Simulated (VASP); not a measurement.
Set up this calculation in VASP 6.6.1, as the native input.

```yaml
Task: single point
Functional: LDA
Potentials_or_basis: VASP PAW LDA potentials, release 64 (Sc_sv, H, O)
Cutoff: 520 eV
k_mesh: 6 × 6 × 6
Occupations: gaussian, width 0.01 eV
Spin: no spin polarisation
Dipole_correction: no
Further_INCAR_settings: ALGO = Normal; EDIFF = 1e-07; NBANDS = 20
```

The structure of ScHO2 lies in POSCAR:

```
ScHO2
1.0
    1.6165890000      0.9333380000      4.5309240000
   -1.6165890000      0.9333380000      4.5309240000
    0.0000000000     -1.8666760000      4.5309240000
Sc H O
1 1 2
Direct
    0.0000000000      0.0000000000      0.0000000000
    0.5000000000      0.5000000000      0.5000000000
    0.5897010000      0.5897010000      0.5897010000
    0.4102990000      0.4102990000      0.4102990000
```

The cell comes from a database or a generator and needn't be the stable form of this composition.

One way to write it, as run:

INCAR

```
PREC = Accurate
ENCUT = 520
EDIFF = 1E-7
ISMEAR = 0
SIGMA = 0.01
LREAL = False
LASPH = True
NELM = 60
ALGO = Normal
ISIF = 2
LWAVE = False
LCHARG = False
GGA = CA
NBANDS = 20
```

KPOINTS

```
Automatic mesh
0
Gamma
  6 6 6
```

Potentials or basis: VASP PAW LDA potentials, release 64 (Sc_sv, H, O).

Command:

```sh
$ cat potpaw_LDA.64/Sc_sv/POTCAR potpaw_LDA.64/H/POTCAR potpaw_LDA.64/O/POTCAR > POTCAR
$ mpirun -np 1 vasp_std > vasp.out
```

It gave:

- Pressure: -8.6 GPa
- Largest force: 0.384 eV/Å
- Band gap on the k mesh: 3.89 eV, indirect (least direct gap 4.26 eV)

It took 22 s on 1 thread of AMD EPYC 9R45 96-Core Processor (Zen 5) (shared host), peak memory 0.15 GiB.
